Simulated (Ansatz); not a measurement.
**GaAs: changing spin-orbit coupling**

```
As Ga
1.0
     0.00000    2.82685    2.82685
     2.82685    0.00000    2.82685
     2.82685    2.82685    0.00000
As Ga
1 1
Cartesian
  4.2403 4.2403 4.2403
  0.0000 0.0000 0.0000
```

Kept alike: task band structure; functional PBEsol; k mesh 8 × 8 × 8; occupations fermi-dirac, width 0.05 eV. Program: Ansatz, Ansatz PAW, cutoff 420 eV. The mesh is that of the run's cell of 2 atoms.

| spin-orbit coupling | band gap (eV) |
| --- | --- |
| off | 0.441 |
| on | 0.332 |

Gaps are the smaller of the mesh's and the band path's. All rows use potentials made for PBE.

The band gap runs from 0.332 (on) to 0.441 eV (off). Spin-orbit coupling splits p and d bands at the edges, and the more so the heavier the atoms. Measured: 1.519 eV at 1.2 K (a printed reference work); nearest off, 1.078 eV off. Semilocal gaps fall short of quasiparticle gaps.
